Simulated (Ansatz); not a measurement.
Runs of Ansatz 0.2.0 on TiTe2. Symmetry: P4/mmm, No. 123, tetragonal system. Conventional cell: a = 3.026 Å, b = 3.026 Å, c = 9.302 Å, α = 90.00°, β = 90.00°, γ = 90.00°. Ti (site symmetry 4/mmm) has 2 Te at 2.74 Å and 4 Ti at 3.03 Å as nearest neighbours. Around Te (site symmetry 4mm) lie 1 Ti at 2.74 Å and 4 Te at 3.03 Å. The cell was built by a generator and needn't be a form met in nature.

```tsv
task	level	U	cell	hubbard projectors	double counting	gap on the mesh (eV)	pressure (GPa)	largest force (eV/Å)
single point	LDA+U	Ti d U = 6 eV	as given	ortho-atomic (the default)	fll (the default)	none	6.2	(a)
single point	LDA+U	Ti d U = 4 eV	as given	ortho-atomic (the default)	fll (the default)	none	3.4	(b)
relaxation of cell and atoms	revPBE+D3(BJ)	-	relaxed	-	-	none	0.0	-
single point	LDA+U	Ti d U = 3 eV	as given	ortho-atomic (the default)	fll (the default)	none	1.3	0.01
single point	LDA+U	Ti d U = 2 eV	as given	ortho-atomic (the default)	fll (the default)	none	0.1	0.11
single point	LDA+U	Ti d U = 5 eV	as given	ortho-atomic (the default)	fll (the default)	none	4.8	0.34
single point	LDA+U	Ti d U = 8 eV	as given	ortho-atomic (the default)	fll (the default)	none	8.3	(c)
single point	LDA	-	as given	-	-	none	-1.4	0.21
```

Alike in all rows: potentials or basis Ansatz PAW; no spin polarisation; k mesh 9 × 9 × 3; cutoff (eV) 420; smearing fermi-dirac 0.05 eV.

Question: Estimate the missing entries.

Answer: (a) 0.56; (b) 0.18; (c) 0.95.

Caveats: the PAW data sets come from PBE, with cores solved anew for the run's functional, which leaves a small shift of forces and pressure; U without spin polarisation on a metal has little footing (some runs); the U is typed as a test and isn't derived for this compound (some runs); the plane-wave basis is chosen anew once the cell has moved, so the energies of steps on either side of that aren't comparable (some runs).

A k mesh can miss the band edges, and the runs leave out spin-orbit coupling on Te.

A gap of «none» marks a metal or a gap under the smearing width.
